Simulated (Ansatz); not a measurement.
# CdSe: the cost of one run

The runs shown are made with Ansatz 0.2.0. PAW datasets, plane waves. Computed at 0 K without zero-point motion; spin polarisation is off.

### 1 The cell

The unstrained cell was relaxed with r2SCAN; in each strained cell the atoms were relaxed again with r2SCAN. Names of k-points are those of the unstrained zone, where strain can split equivalent points. First state: no strain.

It is hexagonal, P6_3mc (No. 186); a = 4.341 Å, c = 7.077 Å in the conventional setting, 28.87 Å³ an atom. Cd has 4 Se at 2.66 Å; Se has 4 Cd at 2.66 Å.

Structure file:

```cif
data_structure
_symmetry_space_group_name_H-M 'P 1'
_symmetry_Int_Tables_number 1
_cell_length_a 4.3407
_cell_length_b 4.3407
_cell_length_c 7.0766
_cell_angle_alpha 90.000
_cell_angle_beta 90.000
_cell_angle_gamma 120.000
_cell_volume 115.47
loop_
_atom_site_label
_atom_site_type_symbol
_atom_site_fract_x
_atom_site_fract_y
_atom_site_fract_z
_atom_site_occupancy
Cd1 Cd 0.33333 0.66667 0.99952 1
Cd2 Cd 0.66667 0.33333 0.49952 1
Se1 Se 0.33333 0.66667 0.37548 1
Se2 Se 0.66667 0.33333 0.87548 1
```

### 2 No strain: PBE

The input, input.yaml:

```yaml
crystal:
  lattice:
    - [4.340723666, 0.0, 0.0]
    - [-2.170361833, 3.7591769656, 0.0]
    - [0.0, 0.0, 7.0766459791]
  atoms:
    - { symbol: Cd, position: [0.3333333333, 0.6666666667, -0.0004760039] }
    - { symbol: Cd, position: [0.6666666667, 0.3333333333, 0.4995239961] }
    - { symbol: Se, position: [0.3333333333, 0.6666666667, 0.3754760039] }
    - { symbol: Se, position: [0.6666666667, 0.3333333333, 0.8754760039] }
kpoints:
  mp_grid: { grid: [12, 12, 4] }
  band_path:
    path:
      - [0.0, 0.0, 0.0]
      - [0.5, 0.0, 0.0]
      - [0.3333333333, 0.3333333333, 0.0]
      - [0.0, 0.0, 0.5]
      - [0.5, 0.0, 0.5]
      - [0.3333333333, 0.3333333333, 0.5]
    npoints: 1
hamiltonian:
  xc: pbe
scf:
  occupations: { method: fermi_dirac, width: 0.02 }
  n_extra_bands: 5
output:
  forces: true
  stress: true
  eigenvalues: true
```

Command:

```
> ansatz run input.yaml --threads 2 --pin off --max-ram 2211MiB --backend cpu --events-out ev --progress --plain --runs-dir out
```

Q: Estimate wall time and peak memory on 2 threads of Arm Neoverse N1, shared host.

About 28 s, with a peak of 0.51 GiB.
